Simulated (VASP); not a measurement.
The system is BaTe.

```xyz
2
Lattice="0.0000 3.4100 3.4100 3.4100 0.0000 3.4100 3.4100 3.4100 0.0000" Properties=species:S:1:pos:R:3 pbc="T T T"
Ba    0.0000    0.0000    0.0000
Te    3.4100    3.4100    3.4100
```

Base run:

```yaml
Program: VASP 6.6.1
Functional: r2SCAN
Potentials_or_basis: VASP PAW PBE potentials, release 64 (Ba_sv, Te)
Cutoff: 520 eV
k_mesh: 6 × 6 × 6
Occupations: gaussian, width 0.02 eV
Spin: no spin polarisation
```

Its results: band gap on the k mesh 1.68 eV, indirect (least direct gap 2.07 eV); pressure 4.5 GPa.

Question: The run is repeated on the same cell with these changes: functional from r2SCAN to PBE. What comes out?

Answer: Band gap on the k mesh 1.33 eV, indirect (least direct gap 1.71 eV); pressure 4.3 GPa.

r2SCAN gives the wider gap, since meta-GGAs in the generalised Kohn-Sham scheme recover part of the derivative discontinuity.

Caveats: spin-orbit coupling is left out, which moves the levels of the heavy elements; the PAW data sets were made with another functional, which shifts forces and pressure a little (some runs).
